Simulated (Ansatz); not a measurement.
## Te2Mo: field gradients at two levels of theory

Cell: a COD entry, its atoms then relaxed with PBE in this cell.

```
Te Mo
1.0
     3.51820    0.00000    0.00000
    -1.75910    3.04685    0.00000
     0.00000    0.00000   13.97360
Te Mo
4 2
Direct
  0.33333 0.66667 0.62009
  0.66667 0.33333 0.12009
  0.33333 0.66667 0.87991
  0.66667 0.33333 0.37991
  0.33333 0.66667 0.25000
  0.66667 0.33333 0.75000
```

Sites (sets of like atoms) are named by element and the number of their first atom in this list.

First run. Method: Kohn–Sham DFT in Ansatz, PBE, plane waves and PAW, scalar-relativistic, 420 eV cutoff, Γ-centred 14×14×3 k-points, Fermi–Dirac smearing 0.02 eV.

```json
{"site": "Te", "atom": "1", "V_zz (10²¹ V/m²)": "-18.13", "η": "0.00"}
{"site": "Mo", "atom": "5", "V_zz (10²¹ V/m²)": "-6.42", "η": "0.00"}
```

Second run. The same atoms and settings, except that the functional is LDA.

(1) Given the first result, estimate the second.

Results:

(1) 

```csv
site,atom,V_zz,η,change of V_zz
Te,1,-17.49,0.00,+0.64
Mo,5,-6.55,0.00,-0.13
```

The largest change of V_zz is on Te, from -18.13 to -17.49. In per cent, |V_zz| changes by -4 on Te, +2 on Mo (all sites that start above 0.5).

Without spin–orbit coupling the gradients at and beside Te can be off by some per cent, at some sites by more.
For the second run: The largest force is 0.5 eV/Å, so the atoms aren't at the calculated equilibrium and relaxing them would move these values.
